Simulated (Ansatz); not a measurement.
## Fe in Ansatz: the effect of functional

The system is Fe.

```
CELL_PARAMETERS angstrom
0.00000 1.92871 1.95192
1.48838 0.00000 1.95192
1.48838 1.92871 0.00000
ATOMIC_POSITIONS crystal
Fe 0.00000 0.00000 0.00000
```

The cell isn't the ideal one: volume scaled by 0.98.

Alike in all runs:

```yaml
Program: Ansatz 0.2.0
Task: single point
Potentials_or_basis: Ansatz PAW
k_mesh: 13 × 13 × 13
Occupations: fermi-dirac, width 0.05 eV
Spin: collinear spin, ferromagnetic start
Starting_moments: "[3.0] μB"
```

**Question.** One run gave: pressure -7.0 GPa; moment 2.13 μB. Which functional did it use?
A. r2SCAN
B. PBEsol
C. LDA

**Answer.** B.

| functional | cutoff | pressure (GPa) | moment (μB) |
| --- | --- | --- | --- |
| LDA | 420 eV (not typed: the program's choice for these potentials) | -15.5 | 2.10 |
| PBEsol | 420 eV (not typed: the program's choice for these potentials) | -7.0 | 2.13 |
| r2SCAN | 500 eV (not typed: the program's choice for these potentials) | 10.9 | 2.62 |

Caveats: the PAW data sets come from PBE, with cores solved anew for the run's functional, which leaves a small shift of forces and pressure; the magnetic or orbital state may not be the lowest (some runs).
